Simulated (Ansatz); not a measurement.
## diamond against fcc along the alkaline-earth metals

The calculation used DFT, revPBE, plane waves (420 eV) with PAW, scalar-relativistic in Ansatz 0.2.0. (PAW data from PBE, frozen cores regenerated.)

Each structure is relaxed within its symmetry, in the lowest magnetic state of the tried starts. Differences under about 8 meV lie within the error of the k-point mesh.

```csv
element,E(diamond) − E(fcc) (meV/atom),V(diamond) (Å³/atom),V(fcc) (Å³/atom),state of diamond,state of fcc
Be,1513,15.04,8.06,spin not included,spin not included
Mg,749,41.91,23.75,spin not included,spin not included
Ca,1015,83.36,43.93,spin not included,spin not included
Sr,?,?,?,?,?
Ba,1024,120.47,68.01,spin not included,spin not included
```

Question: Fill in the row of Sr.

Answer: E(diamond) − E(fcc) (meV/atom): 913; V(diamond) (Å³/atom): 117.49; V(fcc) (Å³/atom): 57.64; state of diamond: spin not included; state of fcc: spin not included.
